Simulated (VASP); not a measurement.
Set up this calculation in VASP 6.6.1, as the native input.

```
Task                   : relaxation of cell and atoms
Functional             : PBE
Potentials or basis    : VASP PAW PBE potentials, release 64 (B, As)
Cutoff                 : 600 eV
k mesh                 : 10 × 10 × 10
Occupations            : gaussian, width 0.03 eV
Spin                   : no spin polarisation
Further INCAR settings : ALGO = Normal; EDIFF = 1e-06; IBRION = 2; EDIFFG = -0.01; NSW = 90; ISIF = 3
```

The structure of BAs lies in POSCAR:

```
BAs
1.0
    0.0000000000      2.3885000000      2.3885000000
    2.3885000000      0.0000000000      2.3885000000
    2.3885000000      2.3885000000      0.0000000000
B As
1 1
Direct
    0.0000000000      0.0000000000      0.0000000000
    0.2500000000      0.2500000000      0.2500000000
```

One way to write it, as run:

INCAR

```
SYSTEM = BAs
  PREC = Accurate
  ENCUT = 600
  EDIFF = 1E-6
  ISMEAR = 0
  SIGMA = 0.03
  LREAL = .FALSE.
  LASPH = .TRUE.
  NELM = 80
  ALGO = Normal
  ISIF = 3
  LWAVE = .FALSE.
  LCHARG = .FALSE.
  GGA = PE
  IBRION = 2
  NSW = 90
  EDIFFG = -0.01
```

KPOINTS

```
regular mesh
0
G
  10 10 10
  0 0 0
```

Potentials or basis: VASP PAW PBE potentials, release 64 (B, As).

Launch:

```console
$ cat potpaw_PBE.64/B/POTCAR potpaw_PBE.64/As/POTCAR > POTCAR
$ mpirun -np 1 vasp_std > vasp.out
```

It gave:

```
Relaxed volume                         : 13.97 Å³/atom
Relaxed cell                           : a = 3.406 Å, b = 3.406 Å, c = 3.406 Å, α = 60.00°, β = 60.00°, γ = 60.00°
Space group after relaxing (to 0.05 Å) : F-43m (No. 216)
Energy gained by relaxing              : 3.5 meV/atom
Ionic steps                            : 3
Pressure after relaxing                : 0.0 GPa
Band gap on the k mesh                 : 1.20 eV, indirect (least direct gap 3.25 eV)
```

It took 16 s on 1 thread of Intel(R) Xeon(R) Platinum 8488C (Sapphire Rapids) (shared host), peak memory 0.17 GiB.
